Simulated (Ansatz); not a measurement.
# CaO, a database entry at a rescaled volume

```
CELL_PARAMETERS angstrom
0.00000 2.51383 2.51383
2.51383 0.00000 2.51383
2.51383 2.51383 0.00000
ATOMIC_POSITIONS crystal
Ca 0.00000 0.00000 0.00000
O 0.50000 0.50000 0.50000
```

The numbers come from plane-wave PAW DFT (Ansatz): PBEsol, no spin polarisation, 420 eV, 9×9×9 Γ-centred k points, fermi-dirac occupations (width 0.0625 eV). Nothing was relaxed.

- Contacts: Ca–O at 2.51 Å: least valence density 0.20 e/Å³ and ELF 0.09 there, a closed-shell (ionic or weak) contact. These are pseudo-fields; inside the PAW spheres they differ from the all-electron ones.
- Formation energy: -2.94 eV an atom against the elements' usual phases (free molecules for gases, crystals otherwise, with no correction for O₂ or N₂), so it is bound against them; other compounds may still compete. Relaxing would lower it.
- Electronic structure: The gap is 3.57 eV, indirect (the least direct gap found is 3.58 eV).
- Stress: The pressure is -13.0 GPa (compression positive), so with the atoms held at these fractions the cell would first shrink.

Origin: a database entry at a rescaled volume. Caveats: atoms or cell far from equilibrium.
